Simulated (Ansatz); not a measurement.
# AlAs: energy and pressure over a range of volumes

One table from this session's results is given with a row withheld; the runs are named, their logs left out.

Program: Ansatz 0.2.0. Level of theory: DFT PBE, scalar-relativistic. These are calculated values, not measurements.

### The system as given

The structure is cubic, space group F-43m (No. 216). Conventional cell: a = 5.661 Å, b = 5.661 Å, c = 5.661 Å, α = 90.00°, β = 90.00°, γ = 90.00°. Al (site symmetry -43m) has 4 As at 2.45 Å as nearest neighbours. Around As (site symmetry -43m) lie 4 Al at 2.45 Å.

Structure file:

```cif
data_structure
_symmetry_space_group_name_H-M 'F-43m'
_symmetry_Int_Tables_number 216
_cell_length_a 5.6608
_cell_length_b 5.6608
_cell_length_c 5.6608
_cell_angle_alpha 90.000
_cell_angle_beta 90.000
_cell_angle_gamma 90.000
_cell_volume 181.40
loop_
_atom_site_label
_atom_site_type_symbol
_atom_site_symmetry_multiplicity
_atom_site_Wyckoff_symbol
_atom_site_fract_x
_atom_site_fract_y
_atom_site_fract_z
_atom_site_occupancy
Al1 Al 4 a 0.00000 0.00000 0.00000 1
As1 As 4 c 0.25000 0.25000 0.25000 1
```

The file gives the conventional cell by its symmetry; the runs use the cell typed in the input.

Structure: COD 1540257, as refined from experiment and not relaxed.

Atoms are numbered in the order of the input: Al1, As2.

Set-up of the first run:

File input.yaml:

```yaml
crystal:
  lattice:
    - [0.0, 2.7731120344, 2.7731120344]
    - [2.7731120344, 0.0, 2.7731120344]
    - [2.7731120344, 2.7731120344, 0.0]
  atoms:
    - { symbol: Al, position: [0.0, 0.0, 0.0] }
    - { symbol: As, position: [0.75, 0.75, 0.75] }
kpoints:
  mp_grid: { grid: [10, 10, 10] }
scf:
  occupations: { method: fermi_dirac, width: 0.05 }
hamiltonian:
  xc: pbe
  pseudopotentials: { kind: all_electron, lapw: { basis_error: 0.0005 } }
output:
  forces: true
  stress: true
  eigenvalues: true
```

Steps of the session up to this table: Volume × 0.9405, LAPW; Volume × 0.9405, PAW; Volume × 0.9405, crystal datasets; Volume × 0.98, LAPW; Volume × 0.98, PAW; Volume × 1.02, LAPW; Volume × 1.02, PAW; Volume × 1.06, LAPW; Volume × 1.06, PAW; Volume × 1.06, crystal datasets.

One of the session's tables, all rows but one given; the rest of the session is left out.

```
          method  volume (Å³/atom)  pressure (GPa)  gap on the k mesh (eV)
            LAPW            21.326            7.98                    1.33
            LAPW            22.221            4.21                    1.41
            LAPW            22.675            2.57                    1.44
            LAPW            23.128            1.09                    1.48
            LAPW            24.035           -1.45                    1.54
             PAW            21.326            8.02                    1.33
             PAW            22.221            4.23                    1.41
             PAW            22.675            2.59                    1.45
             PAW            23.128            1.10                    1.48
             PAW            24.035           -1.45                    1.54
crystal datasets            21.326            7.98                    1.33
crystal datasets            22.675            2.56                    1.44
crystal datasets            24.035               ?                       ?
```

Estimate the missing values for crystal datasets, 24.035.

The run gave: pressure (GPa): -1.46; gap on the k mesh (eV): 1.54. In the column «pressure (GPa)» it is the lowest.

To keep in mind: Warnings in the runs' records: crystal datasets made.
